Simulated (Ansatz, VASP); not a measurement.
## One calculation of TiAl, two programs

```
Ti Al
1.0
     3.11417    0.00000    0.00000
     0.00000    3.11417    0.00000
     0.00000    0.00000    3.11417
Ti Al
1 1
Direct
  0.00000 0.00000 0.00000
  0.50000 0.50000 0.50000
```

Change from the starting cell: volume scaled by 0.94.

Alike in both runs: task single point; functional PBEsol; k mesh 8 × 8 × 8; occupations fermi-dirac, width 0.05 eV; no spin polarisation.

|  | VASP | Ansatz |
| --- | --- | --- |
| version | VASP 6.6.1 | Ansatz 0.2.0 |
| potentials or method | VASP PAW PBE potentials, release 64 (Ti_sv, Al), cutoff 520 eV | all-electron LAPW, scalar-relativistic |

VASP gave:

```
gap on the k mesh at the Fermi level (eV) : none
pressure (GPa)                            : 5.3
```

Q: What did Ansatz give for the same quantities?

A: gap on the k mesh at the Fermi level (eV): none; pressure (GPa): 5.2.

A gap of «none» marks a metal or a gap that the smearing closes. Ansatz ran all-electron here, so the differences hold the error of VASP's frozen core and of both bases.

Caveats: the PAW data sets were made with another functional, which shifts forces and pressure a little (VASP).
